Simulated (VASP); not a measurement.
InSb in VASP 6.6.1, single-point calculation

INCAR

```
ENCUT = 520
LASPH = .TRUE.
ISIF = 2
NBANDS = 16
ISMEAR = -1
SIGMA = 0.02
LCHARG = .FALSE.
BMIX = 0.0001
EDIFF = 1E-7
NSW = 0
NELM = 120
PREC = Accurate
IBRION = -1
GGA = PE
AMIX = 0.2
LREAL = .FALSE.
LWAVE = .FALSE.
```

KPOINTS

```
KPOINTS created by Atomic Simulation Environment
0
Monkhorst-Pack
6 6 6
0 0 0
```

POSCAR

```
In Sb
 1.0000000000000000
     0.0000000000000000    3.2795130175333780    3.2795130175333780
     3.2795130175333780    0.0000000000000000    3.2795130175333780
     3.2795130175333780    3.2795130175333780    0.0000000000000000
 In  Sb
   1   1
Cartesian
  0.0000000000000000  0.0000000000000000 -0.0000000000000000
  1.6397565087666894  1.6397565087666894  1.6397565087666894
```

The recommended PBE PAW datasets give the neutral cell 18 valence electrons.

Command

```
mpirun -np 1 vasp_std
```

Problem. Predict the outcome of this run.

Solution. It converged. Results: gap between bands v and c on the k mesh 0.61 eV; least direct gap on the k mesh 0.72 eV; pressure 1.4 GPa. Band v is the last that the valence electrons fill when counted band by band, and c is the next.

OSZICAR

```
N       E                     dE             d eps       ncg     rms          rms(c)
DAV:   1     0.114785784902E+03    0.11479E+03   -0.79519E+03   896   0.111E+03
DAV:   2     0.532366852016E+00   -0.11425E+03   -0.11081E+03  1000   0.287E+02
DAV:   3    -0.682641083696E+01   -0.73588E+01   -0.73353E+01  1192   0.745E+01
DAV:   4    -0.703623804552E+01   -0.20983E+00   -0.20979E+00  1096   0.143E+01
DAV:   5    -0.704574163188E+01   -0.95036E-02   -0.95035E-02  1360   0.248E+00    0.393E+00
DAV:   6    -0.697607136675E+01    0.69670E-01   -0.61435E-02  1304   0.352E+00    0.307E+00
DAV:   7    -0.694501086637E+01    0.31061E-01   -0.17232E-01  1240   0.523E+00    0.120E+00
DAV:   8    -0.694253649657E+01    0.24744E-02   -0.28572E-02  1248   0.197E+00    0.367E-01
DAV:   9    -0.694267966815E+01   -0.14317E-03   -0.12406E-03  1136   0.227E-01    0.299E-01
DAV:  10    -0.694275163932E+01   -0.71971E-04   -0.55780E-04  1192   0.371E-01    0.163E-01
DAV:  11    -0.694272629542E+01    0.25344E-04   -0.15343E-04  1240   0.128E-01    0.722E-02
DAV:  12    -0.694273240659E+01   -0.61112E-05   -0.25988E-05  1176   0.630E-02    0.212E-02
DAV:  13    -0.694273371713E+01   -0.13105E-05   -0.20188E-06  1176   0.134E-02    0.863E-03
DAV:  14    -0.694273302239E+01    0.69474E-06   -0.11007E-06  1136   0.588E-03    0.172E-03
DAV:  15    -0.694273298999E+01    0.32399E-07   -0.11757E-07  1024   0.176E-03
   1 F= -.69427330E+01 E0= -.69427330E+01  d E =-.412213E-08
```

The shifted mesh misses Γ, so a band edge there is missed.

For comparison, a separate PBE run of the intended cell, on usual settings and not on those above, gives a gap of 0.00 eV on its mesh and a pressure of 1.4 GPa.
